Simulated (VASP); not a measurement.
A run of VASP 6.6.1:

run.py

```python
from ase.calculators.vasp import Vasp
from ase.dft.bandgap import bandgap
from ase.io import read

atoms = read('POSCAR')
calc = Vasp(
    directory='calc',
    xc='pbe',
    pp='PBE',
    setups='recommended',
    pp_version='54',
    prec='Accurate',
    encut=520,
    ediff=1e-06,
    ismear=0,
    sigma=0.02,
    lreal=False,
    lasph=True,
    nelm=60,
    algo='Normal',
    isif=2,
    lwave=False,
    lcharg=True,
    lelf=True,
    lvhar=True,
    kpts=[6, 6, 8],
    gamma=True,
    nbands=35,
)
atoms.calc = calc

print('energy (eV):', atoms.get_potential_energy())
print('free energy (eV):', atoms.get_potential_energy(force_consistent=True))
print('forces (eV/A):')
print(atoms.get_forces())
print('stress (eV/A^3, Voigt):', atoms.get_stress())
print('Fermi level (eV):', calc.get_fermi_level())
gap, top, bottom = bandgap(calc)
print('band gap (eV):', gap, 'from (spin, k, band)', top, 'to', bottom)
```

The input POSCAR:

```
PbO2
1.0
    4.9949598700      0.0000000000      0.0000000000
    0.0000000000      4.9949598700      0.0000000000
    0.0000000000      0.0000000000      3.4090009600
Pb O
2 4
Direct
    0.5000000000      0.5000000000      0.5000000000
    0.0000000000      0.0000000000      0.0000000000
    0.6925710400      0.6925710400      0.0000000000
    0.8074289600      0.1925710400      0.5000000000
    0.1925710400      0.8074289600      0.5000000000
    0.3074289600      0.3074289600      0.0000000000
```

Potentials or basis: VASP PAW PBE potentials, release 54 (Pb_d, O).

The run is started by

```bash
$ python run.py
```

Hardware: 1 thread of AMD EPYC 7571 (shared host).

Task: How long does it take, and how much memory?

Result: Wall time 4.9 min on 1 thread of AMD EPYC 7571, with other jobs on the host, peak memory 0.23 GiB. Counts: scf iterations 14, k points 50.
